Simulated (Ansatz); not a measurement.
**B (beta tin type): how the settings move a single-point run**

Question: which choices in the input matter for B (beta tin type)?

Computed with Ansatz 0.2.0 (reference: DFT, PBE, all-electron LAPW, scalar-relativistic, unless a step's input says otherwise).

## 1. The starting structure

It takes space group I4_1/amd (No. 141, tetragonal). Conventional cell: a = 4.027 Å, b = 4.027 Å, c = 1.577 Å, α = 90.00°, β = 90.00°, γ = 90.00°. B (site symmetry -4m2) has 2 B at 1.58 Å as nearest neighbours.

Structure file:

```
B
1.0
    -2.01326    2.01326    0.78844
     2.01326   -2.01326    0.78844
     2.01326    2.01326   -0.78844
B
2
Direct
  0.62500 0.87500 0.75000
  0.37500 0.12500 0.25000
```

## 2. Reference

input.yaml reads:

```yaml
crystal:
  lattice:
    - [-2.013256683, 2.013256683, 0.7884444633]
    - [2.013256683, -2.013256683, 0.7884444633]
    - [2.013256683, 2.013256683, -0.7884444633]
  atoms:
    - { symbol: B, position: [-0.375, -0.125, -0.25] }
    - { symbol: B, position: [0.375, 0.125, 0.25] }
kpoints:
  mp_grid: { grid: [21, 21, 21] }
  band_path:
    path:
      - [0.0, 0.0, 0.0]
      - [0.0, 0.0, 0.5]
      - [-0.5, 0.5, 0.5]
      - [0.0, 0.0, 0.0]
      - [0.2883428089, 0.2883428089, -0.2883428089]
      - [-0.2883428089, 0.7116571911, 0.2883428089]
      - [-0.5, 0.5, 0.5]
      - [0.0, 0.0, 0.5]
      - [0.25, 0.25, 0.25]
    npoints: 8
scf:
  occupations: { method: fermi_dirac, width: 0.05 }
hamiltonian:
  xc: pbe
  pseudopotentials: { kind: all_electron, lapw: { basis_error: 0.001 } }
output:
  forces: true
  stress: true
  eigenvalues: true
  populations: true
  dos: { projected: true, de: 0.2, e_range: [-14, 8] }
```

Started as:

```console
> ansatz run input.yaml --threads 1 --pin off --max-ram 2048MiB --backend cpu --events-out ev --progress --plain --runs-dir out
```

## 3. Variant: starting moments, mixing.algorithm anderson, mixing.beta 0.7, xc pbesol, spin_polarized true

input.yaml: that of step 2 with these lines changed.

```diff
@@ -6,4 +6,4 @@
   atoms:
-    - { symbol: B, position: [-0.375, -0.125, -0.25] }
-    - { symbol: B, position: [0.375, 0.125, 0.25] }
+    - { symbol: B, position: [-0.375, -0.125, -0.25], spin: 0.2 }
+    - { symbol: B, position: [0.375, 0.125, 0.25], spin: 0.2 }
 kpoints:
@@ -24,4 +24,5 @@
   occupations: { method: fermi_dirac, width: 0.05 }
+  mixing: { algorithm: anderson, beta: 0.7 }
 hamiltonian:
-  xc: pbe
+  xc: pbesol
   pseudopotentials: { kind: all_electron, lapw: { basis_error: 0.001 } }
@@ -32,2 +33,3 @@
   populations: true
-  dos: { projected: true, de: 0.2, e_range: [-14, 8] }
+magnetization:
+  spin_polarized: true
```

Q: Predict the outcome of this session. Wanted: for each run, ending; energy change; pressure; gap; force.

The runs gave:

```csv
run,ending,energy change,pressure (GPa),gap (eV),force (eV/Å),cycles,time
reference,converged,-,27.7,0.00,0.00,5,20 s
"1: starting moments, mixing.algorithm anderson, mixing.beta 0.7, xc pbesol, spin_polarized true",converged,not comparable,24.3,0.00,0.00,9,53 s
```

Times don't compare one to one where runs were asked for different outputs or read a saved state (see the inputs); cycles may leave out searches for a lower state.

Residual by cycle in the longest SCF loop of each run; runs are numbered as in the table. The quantity is the density residual dr2, in eV.

```csv
cycle,reference,run 1
1,0.857,0.876
2,0.317,0.173
3,5.3e-4,6.8e-4
4,1.2e-5,8.1e-6
5,3.5e-8,1.5e-7
6,-,2.6e-9
7,-,1.1e-10
8,-,1.2e-11
9,-,1.7e-14
```

Total energies don't compare across a change of functional; the pressure goes from 27.7 to 24.3 GPa. The spin polarisation changed too. The structure is not at rest: the sound run finds 28 GPa, so these are no properties of the relaxed crystal. 
